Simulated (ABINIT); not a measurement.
# Fe (P6_3/mmc) in ABINIT: optical spectrum with PBEsol

Aim: the optical spectrum of Fe with PBEsol.

Everything below comes from runs of ABINIT 10.8.3 (patched build). Logs are shortened: lines on timing, memory, paths and dates and some standing lists are left out, and cuts for length are marked. The log counts tension as positive stress, the text compression.

## 1. The crystal as given

The structure is hexagonal, space group P6_3/mmc (No. 194). Conventional cell: a = 2.434 Å, b = 2.434 Å, c = 3.842 Å, α = 90.00°, β = 90.00°, γ = 120.00°. Fe (site symmetry -6m2) is surrounded by 12 Fe at 2.38 to 2.43 Å.

This isn't the form of Fe at room conditions, which is bcc.

## 2. Optical spectrum, PBEsol, collinear spin, ferromagnetic start

The input, run.abi:

```
ndtset 3

pp_dirpath "./"
pseudos "Fe.upf"

acell 2.4341575853 2.4341575853 3.84193447 Angstrom
rprim
     1.0000000000     0.0000000000     0.0000000000
    -0.5000000000     0.8660254038     0.0000000000
     0.0000000000     0.0000000000     1.0000000000
ntypat 1
znucl 26
natom 2
typat 1 1
xred
            2/3            1/3            3/4
            1/3            2/3            1/4

ecut 41.0

ngkpt 20 20 12
nshiftk 1
shiftk 0.0 0.0 0.5
istwfk *1

ixc -116133

occopt 3
tsmear 0.2 eV

nsppol 2
spinat
     0.0000000000     0.0000000000     3.0000000000
     0.0000000000     0.0000000000     3.0000000000

nstep 80

iomode 3
prteig 0
prtebands 0

nband1 22
tolvrs1 1.0e-12
prtden1 1
prtwf1 0
kptopt1 1

iscf2 -3
getden2 1
nband2 26
nbdbuf2 4
tolwfr2 1.0e-12
nstep2 120
prtden2 0
kptopt2 1

optdriver3 8
wfk_task3 "wfk_optics_fullbz"
getwfk3 2
nband3 22
kptopt3 1
prtevk3 1
inclvkb3 2
```

The input, optic.abi:

```
&FILES
 ddkfile_1 = 'runo_DS3_1_EVK.nc',
 ddkfile_2 = 'runo_DS3_2_EVK.nc',
 ddkfile_3 = 'runo_DS3_3_EVK.nc',
 wfkfile = 'runo_DS3_WFK.nc'
/
&PARAMETERS
 broadening = 0.003675,
 domega = 0.002,
 maxomega = 0.8,
 scissor = 0.000000,
 tolerance = 0.002
/
&COMPUTATIONS
 num_lin_comp = 2,
 lin_comp = 11,33,
 num_nonlin_comp = 0
/
```

Potentials or basis: PseudoDojo NC SR PBEsol v0.4.1 standard.

Started as:

```sh
$ mpirun --bind-to none -np 4 abinit run.abi > log 2>&1
$ optic optic.abi > optic.log 2>&1
```

run.abo:

```text
.Version 10.8.3 of ABINIT
 DATASET    1 : space group P6_3/m m c (#194); Bravais hP (primitive hexag.)
================================================================================
 Values of the parameters that define the memory need for DATASET  1.
     intxc =       0    ionmov =       0      iscf =       7    lmnmax =       6
     lnmax =       6     mgfft =      45  mpssoang =       3    mqgrid =    3001
     natom =       2  nloc_mem =       1    nspden =       2   nspinor =       1
    nsppol =       2      nsym =      24    n1xccc =    2501    ntypat =       1
    occopt =       3   xclevel =       2
       mpw =        1707          nfft =       40500          nkpt =         264
================================================================================
================================================================================
[... 13 lines left out ...]
 DATASET    3 : space group P6_3/m m c (#194); Bravais hP (primitive hexag.)
================================================================================
 Values of the parameters that define the memory need for DATASET  3.
     intxc =       0    ionmov =       0      iscf =       7    lmnmax =       6
     lnmax =       6     mgfft =      45  mpssoang =       3    mqgrid =    3001
     natom =       2  nloc_mem =       1    nspden =       2   nspinor =       1
    nsppol =       2      nsym =      24    n1xccc =    2501    ntypat =       1
    occopt =       3   xclevel =       2
       mpw =        1707          nfft =       40500          nkpt =         264
================================================================================
================================================================================

--------------------------------------------------------------------------------
------------- Echo of variables that govern the present computation ------------
--------------------------------------------------------------------------------
 -outvars: echo values of preprocessed input variables --------
            acell      4.5998911835E+00  4.5998911835E+00  7.2602039420E+00 Bohr
              amu      5.58470000E+01
             ecut      4.10000000E+01 Hartree
           getden1          0
           getden2          1
           getden3          0
           getwfk1          0
           getwfk2          0
           getwfk3          2
             iscf1          7
             iscf2         -3
             iscf3          7
              ixc     -116133
           jdtset        1    2    3
                       outvar_i_n : Printing only first  50 k-points.
         kptrlatt       20    0    0      0   20    0      0    0   12
          kptrlen      8.71224473E+01
            natom           2
            nband1         22
            nband2         26
            nband3         22
           nbdbuf1          0
           nbdbuf2          4
           nbdbuf3          0
           ndtset           3
[... 1016 lines left out ...]

 Eigenvalues (hartree) for nkpt= 264  k points, SPIN DOWN:
 kpt#   1, nband= 26, wtk=  0.00042, kpt=  0.0000  0.0000  0.0417 (reduced coord)
  -2.62316   -2.61738   -1.39254   -1.36992   -1.36992   -1.36590   -1.36590   -1.36540
   0.23630    0.38393    0.51128    0.51128    0.51693    0.52983    0.52983    0.54409
   0.54409    0.58946    0.60475    0.60475    0.91376    1.36696    1.50058    1.52936
   1.54501    1.54525
      occupation numbers for kpt#   1
   1.00000    1.00000    1.00000    1.00000    1.00000    1.00000    1.00000    1.00000
   1.00000    1.00000    0.99984    0.99984    0.99966    0.99805    0.99805    0.98657
   0.98657    0.13281    0.01877    0.01877    0.00000    0.00000    0.00000    0.00000
   0.00000    0.00000
 prteigrs : prtvol=0 or 1, do not print more k-points.

--- !EnergyTerms
iteration_state     : {dtset: 2, }
comment             : Components of total free energy in Hartree
kinetic             :  1.14303793380145E+02
hartree             :  5.61433472648632E+01
xc                  : -3.51889248449541E+01
Ewald energy        : -1.82448243884509E+02
psp_core            :  7.23905800060163E+00
local_psp           : -1.96824475798719E+02
non_local_psp       : -1.36505798351645E+01
internal            : -2.50426025717736E+02
'-kT*entropy'       : -1.30860489805191E-02
total_energy        : -2.50439111766717E+02
...

--- !EnergyTermsDC
iteration_state     : {dtset: 2, }
comment             : '"Double-counting" decomposition of free energy'
band_energy         : -1.93423934408042E+01
Ewald energy        : -1.82448243884509E+02
psp_core            :  7.23905800060163E+00
xc_dc               : -5.58744461065161E+01
internal            : -2.50426025431228E+02
'-kT*entropy'       : -1.30860489805191E-02
total_energy_dc     : -2.50439111480208E+02
...

================================================================================
== DATASET  3 ==================================================================

--- !DatasetInfo
iteration_state: {dtset: 3, }
dimensions: {natom: 2, nkpt: 264, mband: 22, nsppol: 2, nspinor: 1, nspden: 2, mpw: 1707, }
cutoff_energies: {ecut:  41.0, pawecutdg:  -1.0, }
electrons: {nelect:   3.20000000E+01, charge:   0.00000000E+00, occopt:   3.00000000E+00, tsmear:   7.34986444E-03, }
meta: {optdriver: 8, wfk_task: 7, }
...

 mkfilename : getwfk/=0, take file _WFK from output of DATASET   2.

--------------------------------------------------------------------------------

 Computation of velocity matrix elements (DDK)

 Parameters extracted from the Abinit header:
    ecut:     41.0
    nkpt:    4800
    mband:   26
    nsppol:  2
    nspinor: 1
    useylm:  0
    inclvkb: 2
    bmin: 1, bmax: 26
    Computing diagonal and off-diagonal matrix elements
    Between band index bmin: 1, bmax: 26

== END DATASET(S) ==============================================================
================================================================================

 -outvars: echo values of variables after computation  --------
            acell      4.5998911835E+00  4.5998911835E+00  7.2602039420E+00 Bohr
           etotal1    -2.5043911148E+02
           etotal2    -2.5043911148E+02
           etotal3     0.0000000000E+00
            fcart1    -1.7561145138E-28  3.3796439576E-29 -0.0000000000E+00
                       1.7561145138E-28 -3.3796439576E-29 -0.0000000000E+00
            fcart3     0.0000000000E+00  0.0000000000E+00  0.0000000000E+00
                       0.0000000000E+00  0.0000000000E+00  0.0000000000E+00
            rprim      1.0000000000E+00  0.0000000000E+00  0.0000000000E+00
                      -5.0000000000E-01  8.6602540380E-01  0.0000000000E+00
                       0.0000000000E+00  0.0000000000E+00  1.0000000000E+00
           strten1     1.2375153834E-04  1.2375153638E-04  5.1816775712E-05
                       0.0000000000E+00  0.0000000000E+00  0.0000000000E+00
           strten3     0.0000000000E+00  0.0000000000E+00  0.0000000000E+00
                       0.0000000000E+00  0.0000000000E+00  0.0000000000E+00
           xangst      1.2170787926E+00  7.0268076857E-01  2.8814508525E+00
                       3.3292999821E-17  1.4053615371E+00  9.6048361750E-01
             xred      6.6666666667E-01  3.3333333333E-01  7.5000000000E-01
                       3.3333333333E-01  6.6666666667E-01  2.5000000000E-01
 Calculation completed.
```

optic_0001_0001-linopt.out:

```text
#calculated the component:  1  1  of dielectric function
 #broadening:    0.000000E+00    3.675000E-03
 #scissors shift:    0.000000E+00
 #energy window:    1.145036E+02eV    4.207929E+00Ha
 # Energy(eV)         Im(eps(w))         Spin up       Spin down
    2.721139E-01    4.127961E+01    2.063981E+01    2.063980E+01
    8.163416E-01    3.605773E+01    1.802887E+01    1.802886E+01
    1.360569E+00    8.741425E+01    4.370713E+01    4.370713E+01
    1.904797E+00    5.762425E+01    2.881212E+01    2.881212E+01
[... 207 lines left out ...]
    2.993252E+00    7.163323E-01
[... 32 lines left out ...]
    2.095277E+01    1.716530E-01
    2.149700E+01    1.566591E-01
 # Energy(eV)         absorption coeff (in 10^6 m-1) = omega Im(eps) / c n(eps)
    1.632683E-01    3.889202E+00
    7.074960E-01    1.413125E+01
    1.251724E+00    5.043518E+01
    1.795951E+00    1.082165E+02
    2.340179E+00    1.497682E+02
    2.884407E+00    1.407488E+02
[... 32 lines left out ...]
    2.084392E+01    1.895273E+02
    2.138815E+01    1.859615E+02
```

It took 7.2 min on 4 MPI ranks of Arm Neoverse V1, shared host; peak memory 11 GiB.

Results:

```
Free energy : -6814.7954 eV
Pressure    : -2.9 GPa
Net moment  : 0.00 μB per cell
```

Dielectric function (mean over the directions given):
```tsv
energy (eV)	real part	imaginary part
0.33	79.48	43.80
0.76	53.84	44.59
1.31	52.83	78.69
1.74	-6.26	64.26
2.29	-16.99	47.18
2.83	-18.29	26.63
3.27	-14.72	18.12
3.81	-11.44	13.71
4.25	-11.14	10.07
4.79	-8.32	5.78
5.33	-5.48	3.95
5.77	-3.54	3.21
6.31	-0.79	4.35
6.75	-3.23	6.45
7.29	-3.93	3.50
7.84	-3.18	2.57
8.27	-2.15	1.84
8.82	-1.84	1.65
9.36	-0.72	1.18
9.80	-0.44	1.96
10.34	-0.45	1.72
10.78	-0.16	1.68
11.32	-0.22	1.84
11.86	0.01	1.37
12.30	0.31	1.43
12.84	0.40	1.98
13.28	0.19	1.92
13.82	0.28	1.56
14.37	0.58	1.74
14.80	0.13	1.86
15.35	0.41	1.52
15.89	0.44	1.48
16.33	0.47	1.71
16.87	0.57	1.55
17.31	0.49	1.52
17.85	0.63	1.49
18.39	0.48	1.56
18.83	0.48	1.64
19.38	0.39	1.50
19.92	0.52	1.73
```

Caveat: the intraband (Drude) term is left out; the starting moments collapsed, and a magnetic state may lie lower; spectra need much finer meshes, so this one isn't converged; independent-particle spectra lack excitons.
